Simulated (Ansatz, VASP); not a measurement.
## CrO2 in VASP and in Ansatz

File INCAR:

```
PREC     = Accurate       # precision mode
ENCUT    = 600            # plane-wave cutoff, eV
EDIFF    = 1E-7           # SCF threshold, eV
ISMEAR   = 0              # smearing method
SIGMA    = 0.1            # smearing width, eV
LREAL    = F              # projectors in reciprocal space
LASPH    = T              # aspherical terms in the spheres
NELM     = 150            # most SCF steps
ALGO     = Normal         # electronic algorithm
ISIF     = 3              # what is computed and relaxed
LWAVE    = F              # write WAVECAR
LCHARG   = F              # write CHGCAR
ISPIN    = 2              # spin polarisation
MAGMOM   = 1.9 1.9 0 0 0 0 # initial moments
LORBIT   = 11             # projections on sites
LMAXMIX  = 4              # l up to which the mixer works
GGA      = PE             # functional
IBRION   = 2              # ionic algorithm
NSW      = 60             # ionic steps
EDIFFG   = -0.04          # ionic threshold
```

Contents of KPOINTS:

```
Automatic mesh
0
Gamma
  4 4 6
```

The input POSCAR:

```
CrO2
1.0
    4.4091916100      0.0000000000      0.0000000000
    0.0000000000      4.4091916100      0.0000000000
    0.0000000000      0.0000000000      2.9138884500
Cr O
2 4
Direct
    0.0000000000      0.0000000000      0.5000000000
    0.5000000000      0.5000000000      0.0000000000
    0.1972570100      0.1972570100      0.0000000000
    0.3027429900      0.6972569800      0.5000000000
    0.8027430200      0.8027430200      0.0000000000
    0.6972569800      0.3027429900      0.5000000000
```

Input for Ansatz:

```yaml
crystal:
  lattice:
    - [4.409192, 0.0, 0.0]
    - [0.0, 4.409192, 0.0]
    - [0.0, 0.0, 2.913888]
  atoms:
    - { symbol: Cr, position: [0.0, 0.0, 0.5], spin: 1.9 }
    - { symbol: Cr, position: [0.5, 0.5, 0.0], spin: 1.9 }
    - { symbol: O, position: [0.197257, 0.197257, 0.0] }
    - { symbol: O, position: [0.302743, 0.697257, 0.5] }
    - { symbol: O, position: [0.802743, 0.802743, 0.0] }
    - { symbol: O, position: [0.697257, 0.302743, 0.5] }
basis:
  ecutwfc: 420
kpoints:
  mp_grid: { grid: [4, 4, 6] }
hamiltonian:
  xc: pbe
scf:
  occupations: { method: gaussian, width: 0.1 }
output:
  forces: true
  stress: true
  eigenvalues: true
  populations: true
magnetization:
  spin_polarized: true
relax:
  adjacent_minimum: "off"
  f_tol: 0.04
  max_steps: 40
  cell: { stress_tol: 0.4 }
```

The cell is a database's computed one.

Alike in both runs: task relaxation of cell and atoms; functional PBE; k mesh 4 × 4 × 6; occupations gaussian, width 0.1 eV; collinear spin.

|  | VASP | Ansatz |
| --- | --- | --- |
| version | VASP 6.6.1 | Ansatz 0.2.0 |
| potentials or method | VASP PAW PBE potentials, release 64 (Cr_pv, O) | scalar-relativistic, plane waves, PAW |
| plane-wave cutoff (eV) | 600 | 420 |
| valence electrons in the cell | 48 | 52 |

```csv
,VASP,Ansatz,Ansatz less VASP
"gap on the k mesh at the Fermi level, each at its own relaxed structure (eV)",none,none,-
net moment per atom (μB),0.67,0.67,0.000
size of the moment on the site where the two differ most (μB),2.11,1.75,-0.360
relaxed volume (Å³/atom),9.63,9.61,-0.027
relaxed cell length with the largest relative difference (Å),4.445,4.441,-0.0042
energy change over the relaxation (meV/atom),-3,-3,+0.4
```

Site moments also hang on the region over which each program counts them. A gap of «none» marks a metal or a gap that the smearing closes. The two sets of potentials don't hold the same shells in valence.

Caveats: semilocal functionals often make such compounds metallic where correlation or magnetic order opens a gap, which also shifts bond lengths.
